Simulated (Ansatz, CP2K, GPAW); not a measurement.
The equilibrium volume of Nb3Sn, sorted by core time

**What was measured.** The equilibrium volume of Nb3Sn (Pm-3n) is reported as 18.54 Å³/atom at 300 K (arxiv:cond-mat/0403590). The runs below try to reproduce it.

```cif
data_structure
_symmetry_space_group_name_H-M 'Pm-3n'
_symmetry_Int_Tables_number 223
_cell_length_a 5.2821
_cell_length_b 5.2821
_cell_length_c 5.2821
_cell_angle_alpha 90.000
_cell_angle_beta 90.000
_cell_angle_gamma 90.000
_cell_volume 147.37
loop_
_atom_site_label
_atom_site_type_symbol
_atom_site_symmetry_multiplicity
_atom_site_Wyckoff_symbol
_atom_site_fract_x
_atom_site_fract_y
_atom_site_fract_z
_atom_site_occupancy
Sn1 Sn 2 a 0.50000 0.50000 0.50000 1
Nb1 Nb 6 c 0.00000 0.50000 0.25000 1
```

```tsv
rung	level	program and potentials	cutoff (eV)	k mesh	smearing	task	core time	chip	equilibrium volume (Å³/atom)	miss	notes
GGA	PBEsol	Ansatz, Ansatz PAW	420	5 × 5 × 5	fermi-dirac 0.05	relaxation of cell and atoms	29 s	AMD EPYC 7R13 Zen 3	18.19	-1.9 %	potentials made for PBE, which Ansatz adapts in part
LDA	LDA	GPAW, the program's PAW data sets (release 1.2.1) made for this functional	600	4 × 4 × 4	fermi-dirac 0.05	equation of state	13 min	Arm Neoverse V1	17.65	-4.8 %	-
GGA	PBE	GPAW, GPAW PAW data sets (gpaw-data 1.2.1)	600	4 × 4 × 4	fermi-dirac 0.05	equation of state	13 min	Arm Neoverse V1	18.70	+0.9 %	-
GGA	PBE	CP2K, POTENTIAL_UZH Sn GTH-PBE-q4, Nb GTH-PBE-q13; TZVP-MOLOPT-PBE-GTH basis	-	5 × 5 × 5	fermi-dirac 0.05	equation of state	18 min	Arm Neoverse V2	19.06	+2.8 %	atomic basis
GGA	PBEsol	CP2K, POTENTIAL_UZH Sn GTH-PBE-q4, Nb GTH-PBE-q13; TZVP-MOLOPT-PBE-GTH basis	-	5 × 5 × 5	fermi-dirac 0.05	equation of state	20 min	Arm Neoverse V2	18.61	+0.4 %	atomic basis; potentials made for PBE
```

Times are single runs on shared hosts and different chips, so they are rough; meshes, cutoffs and the tasks' sizes weigh on the time. All rows: no spin polarisation. Smearing widths are in eV. For a metal such meshes aren't converged. Meshes differ between rows, which moves values too. Meshes are those of the run's cell of 8 atoms unless a note names another. Relaxations start from the cell shown or near it and stop with a little pressure left. The cell shown, of 18.42 Å³ an atom, is the runs' start and not the measured value. Misses use the values as printed. Runs on faulty files, with rough fits or with known faults for this quantity aren't shown. No row holds spin-orbit coupling.

By rung: LDA 17.65; GGA 18.19 to 18.70; GGA in atomic bases 18.61 to 19.06 (Å³/atom). Measured: 18.54 Å³/atom at 300 K (arxiv:cond-mat/0403590). Closest, coarse meshes and atomic bases left aside, is PBE with GPAW, GPAW PAW data sets (gpaw-data 1.2.1) (+0.9 %). The runs are for a static lattice, while measurements hold temperature and zero-point motion.
